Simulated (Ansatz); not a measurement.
# BeZn2P2 (built on the sites of a database entry of CaZn2P2): following an unstable mode, part 2 of 3

Wanted: the energy along a soft mode of BeZn2P2 (built on the sites of a database entry of CaZn2P2) and the structure at the end.

Ansatz 0.2.0; DFT PBEsol, scalar-relativistic, plane waves, PAW.

So far, highest frequency on the path or at a solved wavevector (cm⁻¹): step 2 (response at finite wavevector) 335. Also lowest frequency on the path (cm⁻¹): step 2 -155.

The structure was built from a prototype and need not be the compound's stable phase.

**5. Energy along the mode, all amplitudes (two of the runs are shown above)**

An imaginary frequency means negative curvature, so the energy should fall and then rise again as anharmonic terms take over.

Numbers from this step:

| Property | Result |
| --- | --- |
| depth at the lowest point sampled | 4.649 meV/atom |
| largest atomic shift at that point | 0.32 Å |

Energy from the parent against largest atomic shift:

```tsv
largest atomic shift (Å)	energy from the parent (meV/atom)
0.000	0
0.040	-0.139
0.080	-0.544
0.140	-1.55
0.220	-3.25
0.320	-4.65
0.450	-1.28
0.600	18.2
```

Displacement at unit largest shift by atom:

```tsv
atom	x (Å)	y (Å)	z (Å)	size
Be1	1.00	-0.01	0.00	1.00
Zn2	-0.01	0.00	0.00	0.01
Zn3	-0.01	0.00	0.00	0.01
P4	-0.13	0.00	0.00	0.13
P5	-0.13	0.00	0.00	0.13
```

The lowest of the steps tried is at 0.32 Å, 4.65 meV/atom below the parent; the bottom of the well need not coincide with a step.

**6. Relaxation from the frozen mode**

Starting from the lowest point found, all atoms and the cell are let go, so that strain and other modes of the same symmetry can join in.

Input file input.yaml:

```yaml
crystal:
  lattice:
    - [3.731617109, -3.0516e-06, 0.0]
    - [-1.8658059118, 3.2316767394, 0.0]
    - [0.0, 0.0, 6.088534036]
  atoms:
    - { symbol: Be, position: [0.0853799268, -0.0007427354, 0.0] }
    - { symbol: Zn, position: [0.3328082524, 0.6666712344, 0.6240103121] }
    - { symbol: Zn, position: [0.6661415858, 0.3333379011, 0.3759896879] }
    - { symbol: P, position: [0.3220205332, 0.6667650788, 0.2069338201] }
    - { symbol: P, position: [0.6553538666, 0.3334317454, 0.7930661799] }
kpoints:
  mp_grid: { grid: [12, 12, 6] }
hamiltonian:
  xc: pbesol
scf:
  occupations: { method: methfessel_paxton, width: 0.2 }
output:
  forces: true
  stress: true
  eigenvalues: true
  write_density: true
  write_potential: true
  elf: true
  volumetric_format: npy
relax:
  adjacent_minimum: "off"
  f_tol: 0.002
  max_steps: 120
  cell: { stress_tol: 0.03 }
```

Run with:

```sh
$ ansatz run input.yaml --threads 8 --pin off --max-ram 14336MiB --backend cpu --events-out ev --progress --plain --runs-dir out
```

Numbers of over 12 decimals in the logs are rounded to 6 here.

The program printed:

```text
[...]
Crystal: 5 atoms, lattice volume = 73.424 Å³
Basis set: ecut = 420 eV, 1437 PW (Γ), exchange–correlation on 50×50×90 points (8 copies of the dense FFT grid, shifted against one another)
Bands: 23, of which v1, the nominal top of the filled ones, is band 18 counted from 1 (17 counted from 0)
Symmetry: 1 space group operations
[...]
k-points: 436 of 864 (time reversal used)
[...]
SCF iter   1: F=—  HF=-8132.116618 eV  |F-HF|=—  |Δ(HF+E_count)|=         —  Δρ=4.36e-3  dr2=1.34e-2  ethr=1.77e-3  ⟨swp⟩=6.2  Hψ=54330  notcnv=0
[...]
SCF iter   8: F=-8132.112873 eV  HF=-8132.112873 eV  |F-HF|=3.82e-8  |Δ(HF+E_count)|=  3.40e-10  S|Δr|=    0.00e0  Δρ=7.71e-6  dr2=2.59e-8  ethr=2.78e-10  ⟨swp⟩=11.6  Hψ=78864  notcnv=0
SCF 1 converged in 8 iterations: F = -8132.112873 eV  dr2 = 2.59e-8
[...]
relax step   1: F+E_penalty+E_count = -8132.11287269 eV  Δ(F+E_penalty+E_count) = +0.000e0 eV  max|allowed force component| = 2.645e-1 eV/Å  Δτ_max = 0.0000 Å  P = +1.394 GPa  Ω = 73.424 Å³  (8 SCF iters, dr2 threshold 1.00e-7 eV, accepted)
Crystal: 5 atoms, lattice volume = 75.317 Å³
Basis set: ecut = 420 eV, 1475 PW (Γ), exchange–correlation on 50×50×90 points (8 copies of the dense FFT grid, shifted against one another)
[...]
SCF iter   6: F=-8132.186557 eV  HF=-8132.186557 eV  |F-HF|=4.03e-8  |Δ(HF+E_count)|=   3.45e-6  S|Δr|=    0.00e0  Δρ=1.85e-5  dr2=3.03e-7  ethr=1.39e-9  ⟨swp⟩=9.7  Hψ=91851  notcnv=0
SCF 2 converged in 6 iterations: F = -8132.186557 eV  dr2 = 3.03e-7
relax step   2: F+E_penalty+E_count = -8132.18655663 eV  Δ(F+E_penalty+E_count) = -7.368e-2 eV  max|allowed force component| = 3.763e-1 eV/Å  Δτ_max = 0.0645 Å  P = -0.207 GPa  Ω = 75.317 Å³  energy of the carried Pulay correction = -9.069e-4 eV  (6 SCF iters, dr2 threshold 5.00e-7 eV, accepted)
Crystal: 5 atoms, lattice volume = 79.736 Å³
Basis set: ecut = 420 eV, 1575 PW (Γ), exchange–correlation on 50×50×90 points (8 copies of the dense FFT grid, shifted against one another)
[...]
SCF iter   7: F=-8132.347065 eV  HF=-8132.347066 eV  |F-HF|=1.23e-7  |Δ(HF+E_count)|=   7.67e-7  S|Δr|=    0.00e0  Δρ=1.86e-5  dr2=3.15e-7  ethr=1.39e-9  ⟨swp⟩=13.3  Hψ=98929  notcnv=0
SCF 3 converged in 7 iterations: F = -8132.347065 eV  dr2 = 3.15e-7
relax step   3: F+E_penalty+E_count = -8132.34706540 eV  Δ(F+E_penalty+E_count) = -1.605e-1 eV  max|allowed force component| = 6.543e-1 eV/Å  Δτ_max = 0.1801 Å  P = -2.985 GPa  Ω = 79.736 Å³  energy of the carried Pulay correction = -2.937e-3 eV  (7 SCF iters, dr2 threshold 5.00e-7 eV, accepted)
[... from here on, the SCF cycles and remarks between the steps are left out ...]
relax step   4: F+E_penalty+E_count = -8132.50586887 eV  Δ(F+E_penalty+E_count) = -1.588e-1 eV  max|allowed force component| = 6.923e-1 eV/Å  Δτ_max = 0.0655 Å  P = -3.173 GPa  Ω = 79.995 Å³  energy of the carried Pulay correction = -3.052e-3 eV  (7 SCF iters, dr2 threshold 5.00e-7 eV, accepted)
relax step   5: F+E_penalty+E_count = -8132.77190508 eV  Δ(F+E_penalty+E_count) = -2.660e-1 eV  max|allowed force component| = 3.895e-1 eV/Å  Δτ_max = 0.1196 Å  P = -1.697 GPa  Ω = 78.130 Å³  energy of the carried Pulay correction = -2.213e-3 eV  (8 SCF iters, dr2 threshold 5.00e-7 eV, accepted)
relax step   6: F+E_penalty+E_count = -8132.83146120 eV  Δ(F+E_penalty+E_count) = -5.956e-2 eV  max|allowed force component| = 1.097e-1 eV/Å  Δτ_max = 0.0760 Å  P = -0.950 GPa  Ω = 76.980 Å³  energy of the carried Pulay correction = -1.685e-3 eV  (8 SCF iters, dr2 threshold 5.00e-7 eV, accepted)
relax step   7: F+E_penalty+E_count = -8132.83650718 eV  Δ(F+E_penalty+E_count) = -5.046e-3 eV  max|allowed force component| = 8.344e-2 eV/Å  Δτ_max = 0.0196 Å  P = +0.707 GPa  Ω = 75.647 Å³  energy of the carried Pulay correction = -1.062e-3 eV  (6 SCF iters, dr2 threshold 5.00e-7 eV, accepted)
relax step   8: F+E_penalty+E_count = -8132.83994978 eV  Δ(F+E_penalty+E_count) = -3.443e-3 eV  max|allowed force component| = 1.403e-2 eV/Å  Δτ_max = 0.0140 Å  P = +0.049 GPa  Ω = 76.266 Å³  energy of the carried Pulay correction = -1.353e-3 eV  (6 SCF iters, dr2 threshold 5.00e-7 eV, accepted)
relax step   9: F+E_penalty+E_count = -8132.84005943 eV  Δ(F+E_penalty+E_count) = -1.097e-4 eV  max|allowed force component| = 1.946e-3 eV/Å  Δτ_max = 0.0046 Å  P = -0.000 GPa  Ω = 76.292 Å³  energy of the carried Pulay correction = -1.365e-3 eV  (6 SCF iters, dr2 threshold 3.73e-8 eV, accepted)
relax step  10: F+E_penalty+E_count = -8132.84855796 eV  Δ(F+E_penalty+E_count) = -8.499e-3 eV  max|allowed force component| = 1.698e-3 eV/Å  Δτ_max = 0.0000 Å  P = +0.149 GPa  Ω = 76.292 Å³  stress off target by 3.60e-1 GPa  SCF on the basis re-selected at this cell (its energy is not comparable with the rows above)  (10 SCF iters)
relax step  11: F+E_penalty+E_count = -8132.84877690 eV  Δ(F+E_penalty+E_count) = -2.189e-4 eV  max|allowed force component| = 3.593e-3 eV/Å  Δτ_max = 0.0020 Å  P = +0.021 GPa  Ω = 76.403 Å³  energy of the carried Pulay correction = -5.012e-5 eV  (5 SCF iters, dr2 threshold 3.24e-7 eV, accepted)
relax step  12: F+E_penalty+E_count = -8132.84878710 eV  Δ(F+E_penalty+E_count) = -1.021e-5 eV  max|allowed force component| = 1.032e-3 eV/Å  Δτ_max = 0.0018 Å  P = -0.007 GPa  Ω = 76.438 Å³  energy of the carried Pulay correction = -6.636e-5 eV  (5 SCF iters, dr2 threshold 1.46e-8 eV, accepted)
[...]
SCF iter   7: F=-8132.848853 eV  HF=-8132.848853 eV  |F-HF|=9.09e-13  |Δ(HF+E_count)|=  9.09e-13  S|Δr|=    0.00e0  Δρ=4.30e-8  dr2=1.80e-12  ethr=1.00e-12  ⟨swp⟩=7.1  Hψ=52496  notcnv=0
SCF 13 converged in 7 iterations: F = -8132.848853 eV  dr2 = 1.80e-12
relax step  13: F+E_penalty+E_count = -8132.84885290 eV  Δ(F+E_penalty+E_count) = -6.580e-5 eV  max|allowed force component| = 1.033e-3 eV/Å  Δτ_max = 0.0000 Å  P = -0.007 GPa  Ω = 76.438 Å³  stress off target by 1.54e-2 GPa  SCF on the basis re-selected at this cell (its energy is not comparable with the rows above)  (7 SCF iters)
[...]
SCF converged after 7 iterations
[...]
Free energy (F): -8132.848853 eV
[...]
Internal energy: -8132.849066 eV  (E = F + TS)
E sigma→0 (E₀):  -8132.848906 eV
Entropy (-TS):   0.000213 eV (0.043 meV/atom)
Fermi energy:    8.695885 eV
Step filling:    the computed levels leave a gap of 0.0206 eV = 0.1 smearing widths at the electron count; against every level under it full and every level over it empty, smearing changes F+E_penalty+E_count by +0.076 meV and its σ→0 estimate by +0.023 meV
[...]
--- Forces (eV/Å), atoms counted from 1 ---
  atom   1  Be    -0.00080896     0.00000963     0.00001968
  atom   2  Zn     0.00102478     0.00014095     0.00048469
  atom   3  Zn     0.00103324    -0.00014692    -0.00048119
  atom   4  P     -0.00061738    -0.00059659     0.00062808
  atom   5  P     -0.00063162     0.00059291    -0.00065125
  max |Σ_I F_I| component: 5.17e-8 eV/Å
--- Stress (GPa, compression-positive) ---
       -0.006331       0.000025      -0.000120
        0.000025      -0.015342      -0.000950
       -0.000120      -0.000952       0.000418
  P = ⅓ Tr σ = -0.0071 GPa (-0.071 kbar)
--- Band table (eV; the first three rows and the last of 436) ---
  k-point 0: bands = [... 14 lower, 7.2126, 8.2756, 8.5811, 8.8749, 9.5224, 10.4776, 11.9667, 12.2396, ... 1 higher]
  k-point 1: bands = [... 14 lower, 7.2518, 7.9676, 8.2034, 8.6722, 9.4739, 10.8809, 12.1433, 12.4531, ... 1 higher]
  k-point 2: bands = [... 14 lower, 6.7689, 7.4580, 7.8694, 8.3078, 9.6868, 10.8995, 12.4403, 12.7008, ... 1 higher]
  k-point 435: bands = [... 14 lower, 5.7554, 6.3840, 7.1339, 8.1176, 9.8122, 10.1198, 10.5560, 11.4983, ... 1 higher]
--- Relaxed structure (11 steps of the walk, 11 accepted, 2 SCFs on fresh bases) ---
  F+E_penalty+E_count = -8132.84885290 eV   max|allowed force component| = 1.033e-3 eV/Å   (the final SCF, on the basis selected at the relaxed cell)
  cell:  # Å, volume = 76.4381 Å³
    - [4.169696, -3.972534212548334e-6, 4.31374405579814e-6]
    - [-2.084846, 3.081942, -0.277395]
    - [6.610959808628998e-6, -0.522613, 5.995178]
  atoms:
    - { symbol: Be, position: [0.207219, -0.000107222, -3.390870686398385e-7] }
    - { symbol: Zn, position: [0.317826, 0.676076, 0.632057] }
    - { symbol: Zn, position: [0.641639, 0.323709, 0.367943] }
    - { symbol: P, position: [0.223214, 0.551302, 0.213138] }
    - { symbol: P, position: [0.671807, 0.448484, 0.786862] }
```

Elapsed: 1.8 min, on 8 threads of Intel Xeon Platinum 8488C (Sapphire Rapids), shared host; peak memory 1 GiB.

Step by step:

```tsv
step	energy less that of the first step (eV)	largest force component (eV/Å)	pressure (GPa)	volume (Å³)
1	0.0000	0.2645	1.39	73.42
2	-0.0737	0.3762	-0.21	75.32
3	-0.2342	0.6543	-2.98	79.74
4	-0.3930	0.6923	-3.17	79.99
5	-0.6590	0.3895	-1.70	78.13
6	-0.7186	0.1097	-0.95	76.98
7	-0.7236	0.0834	0.71	75.65
8	-0.7271	0.0140	0.05	76.27
9	-0.7272	0.0019	0.00	76.29
10*	-0.7357	0.0017	0.15	76.29
11	-0.7359	0.0036	0.02	76.40
12	-0.7359	0.0010	-0.01	76.44
13*	-0.7360	0.0010	-0.01	76.44
```

Relaxation steps marked * repeat the geometry before them on a plane-wave basis chosen anew for their cell, so energy and pressure can jump there.

```tsv
cell as run	before	after	change
a (Å)	3.732	4.170	+11.7 %
b (Å)	3.732	3.731	-0.0 %
c (Å)	6.089	6.018	-1.2 %
α (°)	90.00	98.38	+9.3 %
γ (°)	120.00	123.97	+3.3 %
volume (Å³/atom)	14.68	15.29	+4.1 %
```

The atoms that moved most (Å, as changes of fractional coordinates times the final cell):

```tsv
atom	dx	dy	dz	length
Be1	0.507	0.002	0.000	0.507
P4	-0.171	-0.359	0.069	0.404
P5	-0.171	0.358	-0.069	0.403
Zn3	-0.082	-0.025	-0.046	0.097
Zn2	-0.082	0.025	0.046	0.097
```

Final coordinates:

```xyz
5
Lattice="4.1697 0.0000 0.0000 -2.0848 3.0819 -0.2774 0.0000 -0.5226 5.9952" Properties=species:S:1:pos:R:3 pbc="T T T"
Be    0.8643   -0.0003    0.0000
Zn   -0.0843    1.7533    3.6018
Zn    2.0006    0.8054    2.1161
P    -0.2186    1.5877    1.1249
P     1.8662    0.9710    4.5930
```

This step gave:

| Property | Result |
| --- | --- |
| pressure | -0.007085 GPa |
| volume per atom | 15.29 Å³ |

Electrostatic potential energy in the bc plane at fractional x = 0.207, with atoms of Be and P within 0.2 Å of it. With pseudopotentials it is smooth inside the atoms' cores, unlike the true potential.

Ten even steps from '_' (-49 eV) to '@' (11 eV), each cell a mean:
```
::--**%%@@@@@@@@@@@@@@##++::
++**%%@@@@@@@@@@@@@@@@%%**++
%%%%@@@@@@@@@@@@@@@@@@@@%%%%
@@@@@@@@@@@@@@@@@@@@@@@@@@@@
@@@@@@@@@@@@@@@@%%%%%%@@@@@@
@@@@@@@@@@@@%%##++++**%%@@@@
@@@@@@@@@@@@##++==--==**%%@@
@@@@@@@@@@%%++--::--==**%%@@
@@@@@@@@@@%%++--::--==**%%@@
@@@@@@@@@@%%**======++%%@@@@
@@@@@@@@@@@@%%******%%@@@@@@
@@@@@@@@@@@@@@%%%%%%@@@@@@@@
@@@@@@@@@@@@@@@@@@@@@@@@@@@@
@@@@@@@@@@@@%%%%##%%%%@@@@@@
@@@@@@@@@@%%**====++##%%@@@@
@@@@@@@@%%**::____..==%%@@@@
@@@@@@@@%%==________--##@@@@
@@@@@@@@##--________==%%@@@@
%%%%%%%%%%==..____--**%%@@%%
++**##%%%%##++==++##%%%%%%**
::--**%%@@%%%%%%%%@@@@%%**--
__::++%%@@@@@@@@@@@@@@##==::
```
Columns run along b (3.7 Å; values clipped at the 3rd and 97th percentile), rows up along c (6.0 Å). Atoms in or near the plane, at fractional coordinates: Be at (0.00, 0.00), P at (0.55, 0.21).

Valence density in the bc plane at fractional x = 0.207, with atoms of Be and P within 0.2 Å of it. It is the smooth field of the valence electrons, not physical close to the nuclei.

Ten steps, logarithmic in the rise over the least value, from '0' (0.1 e/Å³) to '9' (7.7 e/Å³), each cell a mean:
```
11211111111221
22111000011222
22110000111222
21110001122222
11111112333222
11111134554321
10011246786421
00011357998531
00001357997421
00001346775321
00001234443210
00001223332210
00001223333210
00011234443211
10112344444321
11123443344322
11234432134432
22234432244432
22234544444432
22334444444332
12233333333322
01222222222221
```
Columns run along b (3.7 Å), rows up along c (6.0 Å). Atoms in or near the plane, at fractional coordinates: Be at (0.00, 0.00), P at (0.55, 0.21).

ELF in the bc plane at fractional x = 0.207, with atoms of Be and P within 0.2 Å of it. It is the smooth field of the valence electrons, not physical close to the nuclei.

Values, 22 rows by 14 columns, each cell a mean:
```
0.01 0.04 0.16 0.32 0.34 0.30 0.27 0.26 0.26 0.29 0.31 0.23 0.09 0.02
0.10 0.15 0.23 0.25 0.20 0.14 0.11 0.11 0.13 0.19 0.25 0.26 0.19 0.12
0.30 0.31 0.30 0.24 0.17 0.12 0.10 0.10 0.13 0.19 0.27 0.33 0.34 0.32
0.34 0.33 0.29 0.24 0.20 0.16 0.15 0.16 0.18 0.21 0.25 0.31 0.35 0.36
0.29 0.27 0.26 0.24 0.23 0.22 0.19 0.18 0.19 0.20 0.21 0.23 0.28 0.30
0.21 0.20 0.21 0.24 0.26 0.22 0.20 0.19 0.16 0.15 0.17 0.18 0.20 0.22
0.17 0.16 0.19 0.23 0.24 0.21 0.19 0.13 0.07 0.06 0.11 0.17 0.18 0.18
0.13 0.13 0.16 0.21 0.22 0.21 0.16 0.07 0.02 0.02 0.07 0.16 0.17 0.16
0.11 0.11 0.13 0.19 0.20 0.21 0.16 0.06 0.02 0.03 0.10 0.18 0.17 0.15
0.10 0.09 0.12 0.17 0.19 0.20 0.18 0.11 0.07 0.09 0.15 0.18 0.17 0.14
0.09 0.09 0.10 0.15 0.19 0.19 0.19 0.18 0.17 0.18 0.19 0.20 0.18 0.14
0.10 0.09 0.10 0.15 0.20 0.23 0.24 0.25 0.26 0.27 0.28 0.27 0.21 0.14
0.11 0.10 0.11 0.17 0.27 0.38 0.48 0.54 0.57 0.57 0.52 0.41 0.27 0.17
0.13 0.11 0.14 0.24 0.39 0.55 0.67 0.73 0.75 0.72 0.66 0.51 0.35 0.21
0.15 0.14 0.19 0.35 0.53 0.66 0.70 0.68 0.66 0.67 0.67 0.59 0.43 0.26
0.19 0.19 0.29 0.52 0.67 0.68 0.45 0.22 0.18 0.35 0.60 0.65 0.53 0.34
0.25 0.26 0.42 0.67 0.77 0.67 0.21 0.02 0.01 0.19 0.59 0.73 0.62 0.43
0.33 0.37 0.59 0.80 0.86 0.75 0.25 0.02 0.05 0.37 0.75 0.82 0.72 0.52
0.33 0.42 0.68 0.86 0.90 0.86 0.55 0.26 0.36 0.72 0.87 0.86 0.76 0.54
0.16 0.31 0.67 0.87 0.91 0.90 0.81 0.73 0.78 0.86 0.88 0.85 0.71 0.39
0.02 0.11 0.48 0.79 0.84 0.84 0.81 0.79 0.80 0.81 0.81 0.72 0.44 0.12
0.00 0.03 0.25 0.58 0.66 0.66 0.64 0.62 0.62 0.62 0.60 0.45 0.17 0.02
```
Columns run along b (3.7 Å), rows up along c (6.0 Å). Atoms in or near the plane, at fractional coordinates: Be at (0.00, 0.00), P at (0.55, 0.21).

The distorted start has space group P1; the relaxation ends in C2.

**7. The new phase in its own primitive cell**

The relaxed structure is symmetrised, reduced to its primitive cell and relaxed tightly, as its phonons need.

Input file input.yaml:

```yaml
crystal:
  lattice:
    - [3.0943983794, -2.0848482346, 0.0]
    - [3.0943983794, 2.0848482346, 0.0]
    - [-1.0579384821, 0.0, 5.9241921503]
  atoms:
    - { symbol: Be, position: [0.2073261314, 0.7926738686, 0.5] }
    - { symbol: Zn, position: [0.3179328264, 0.358250811, 0.1320571538] }
    - { symbol: Zn, position: [0.641749189, 0.6820671736, 0.8679428462] }
    - { symbol: P, position: [0.2233208667, 0.3280879815, 0.7131386823] }
    - { symbol: P, position: [0.6719120185, 0.7766791333, 0.2868613177] }
kpoints:
  mp_grid: { grid: [10, 10, 6] }
hamiltonian:
  xc: pbesol
scf:
  occupations: { method: methfessel_paxton, width: 0.2 }
output:
  forces: true
  stress: true
  eigenvalues: true
relax:
  adjacent_minimum: "off"
  f_tol: 0.001
  max_steps: 60
  cell: { stress_tol: 0.01 }
```

The program printed:

```text
[...]
Crystal: 5 atoms, lattice volume = 76.438 Å³
Basis set: ecut = 420 eV, 1473 PW (Γ), exchange–correlation on 50×50×90 points (8 copies of the dense FFT grid, shifted against one another)
Bands: 23, of which v1, the nominal top of the filled ones, is band 18 counted from 1 (17 counted from 0)
Symmetry: 2 space group operations
[...]
k-points: 172 of 600 (time reversal used)
[...]
cell:  # Å, volume = 76.4300 Å³
    - [3.094293, -2.084696, -0.000278341]
    - [3.094293, 2.084696, -0.000278341]
    - [-1.058435, 0, 5.924292]
  atoms:
    - { symbol: Be, position: [0.207229, 0.792771, 0.5] }
    - { symbol: Zn, position: [0.317936, 0.358199, 0.132060] }
    - { symbol: Zn, position: [0.641801, 0.682064, 0.867940] }
    - { symbol: P, position: [0.223351, 0.328076, 0.713120] }
    - { symbol: P, position: [0.671924, 0.776649, 0.286880] }
[key lines of the parts left out:]
SCF converged after 6 iterations
Free energy (F): -8132.849014 eV
Fermi energy:    8.702846 eV
P = ⅓ Tr σ = 0.0009 GPa (0.009 kbar)
```

Elapsed: 11 s, on 8 threads; peak memory 0.68 GiB; 79 s of CPU time.

[end of part 2 of 3]

[Logs are printed without paths, hosts, clocks, repeated set-up lines and the standing remarks that a program may print on its own settings, such as how far it seeks lower states.]

[Hosts, paths, dates, database ids (printed as entryN), source tags and the programs' standing remarks are cut or masked in the printed files.]
